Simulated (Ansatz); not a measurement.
AlNi under strain

Theory: DFT PBEsol, scalar-relativistic, plane waves, PAW (Ansatz 0.2.0). Run with 420 eV cutoff, 18×18×18 k-mesh, Gaussian smearing of 0.10 eV, no spin polarisation.

Starting point, cell and atoms relaxed:

```yaml
crystal:
  lattice:
    - [2.85860, 0.00000, 0.00000]
    - [0.00000, 2.85860, 0.00000]
    - [0.00000, 0.00000, 2.86941]
  atoms:
    - { symbol: Al, position: [0.00000, 0.00000, 0.00000] }
    - { symbol: Ni, position: [0.50000, 0.50000, 0.50000] }
```

Deformation: biaxial strain in the a-b plane, with the length and tilt of c and the atoms relaxed, all within the symmetry that the strain leaves. Energies are extrapolated to zero smearing. On this cell's mesh the reference holds a stress of up to 0.16 GPa.

| strain (%) | ΔE (meV/atom) | a (Å) | b (Å) | c (Å) |
| --- | --- | --- | --- | --- |
| -3.0 | 11.8 | 2.773 | 2.773 | 2.998 |
| -2.0 | 5.3 | 2.801 | 2.801 | 2.950 |
| -1.0 | 1.4 | 2.830 | 2.830 | 2.908 |
| +0.0 | 0.0 | 2.859 | 2.859 | 2.869 |
| +1.0 | 0.9 | 2.887 | 2.887 | 2.830 |
| +2.0 | 4.8 | 2.916 | 2.916 | 2.800 |
| +3.0 | 11.7 | 2.944 | 2.944 | 2.771 |

Task: Does one stiffness describe the whole range?

Result: No: the innermost pair of points gives (1/V) d²E/dε² = 318 GPa and a cubic fit over all points 359 GPa, so terms beyond the third order count over this range.

Task: How does the free axis c answer a small strain?

Result: Between the innermost points its strain is -1.35 times the applied one.

Cost: 7 runs of about 7.3 core-minutes in all, on Intel Xeon Platinum 8259CL (Skylake/Cascade Lake) (shared hosts).